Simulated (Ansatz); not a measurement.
# HfO₂: energy over volume and cell shape

A grid of calculations on HfO₂ (Fm-3m, No. 225; 3 atoms in the cell), to see where the energy is lowest and how it rises around there.

Method: DFT PBEsol, scalar-relativistic, plane waves, PAW, in Ansatz 0.2.0.

19 further runs of the same task are left out: 19 set aside as unsound or not needed.

## Step 1: The system as given

The structure is cubic, space group Fm-3m (No. 225). The conventional cell has a = 5.044 Å, b = 5.044 Å, c = 5.044 Å, α = 90.00°, β = 90.00°, γ = 90.00°. Hf (site symmetry m-3m) has 8 O at 2.18 Å as nearest neighbours. Around O (site symmetry -43m) lie 4 Hf at 2.18 Å.

As a file:

```xyz
3
Lattice="0.0000 2.5221 2.5221 2.5221 0.0000 2.5221 2.5221 2.5221 0.0000" Properties=species:S:1:pos:R:3 pbc="T T T"
Hf    0.0000    0.0000    0.0000
O     1.2610    1.2610    1.2610
O     3.7831    3.7831    3.7831
```

This cell was relaxed beforehand with the same method: volume 10.69 Å³/atom, gap on the mesh 3.69 eV.

## Step 3: Plan of the scan

The energy is mapped over volume and the cell's shape.

The axes are (1) volume per atom: 7 values from 9.839 to 11.551 Å³; (2) length along [111] over the lengths across it, relative to the cubic cell: 7 values from 0.886 to 1.128.

Nothing else is relaxed (fractional coordinates fixed). Energies count from the relaxed crystal. Points are written as (first, second).

(The set-up runs are not shown.)

## Step 4: The run at (9.839 Å³, 0.886)

The input, input.yaml:

```yaml
crystal:
  lattice:
    - [-0.1933857918, 2.3601237835, 2.3601237835]
    - [2.3601237835, -0.1933857918, 2.3601237835]
    - [2.3601237835, 2.3601237835, -0.1933857918]
  atoms:
    - { symbol: Hf, position: [0.0, 0.0, 0.0] }
    - { symbol: O, position: [0.25, 0.25, 0.25] }
    - { symbol: O, position: [0.75, 0.75, 0.75] }
basis:
  ecutwfc: 520.0
kpoints:
  mp_grid: { grid: [8, 8, 8] }
hamiltonian:
  xc: pbesol
  pseudopotentials: { kind: paw, azcp: { folder: soft_1 } }
scf:
  occupations: { method: gaussian, width: 0.05 }
output:
  forces: true
  stress: true
  eigenvalues: true
```

Run with:

```
> ansatz run input.yaml --threads 1 --pin off --max-ram 2048MiB --backend cpu --events-out ev --progress --plain --runs-dir out
```

Further runs follow: the other points that were computed.

Before running it: what results should come out? Wanted: lowest point; highest computed point; pressure.

As calculated:

| quantity | value |
| --- | --- |
| lowest point | (10.695 Å³, 1.000), 0 meV/atom |
| highest computed point | (9.839 Å³, 0.886), 183 meV/atom above the lowest |
| pressure (GPa) | −17.3 at (11.551 Å³, 1.000) to 33.0 at (9.839 Å³, 0.886); 0.0 at the lowest point |
| time for all points | 5.9 min on 1 thread, shared host |

The lowest computed point is at (10.695 Å³, 1.000), which is the relaxed crystal itself. No other kind of well shows on this grid. The highest computed point, (9.839 Å³, 0.886), lies 183 meV/atom above the lowest. Round the minimum the two coordinates are nearly uncoupled. These runs have no spin-orbit coupling; with Hf it would split and shift bands.
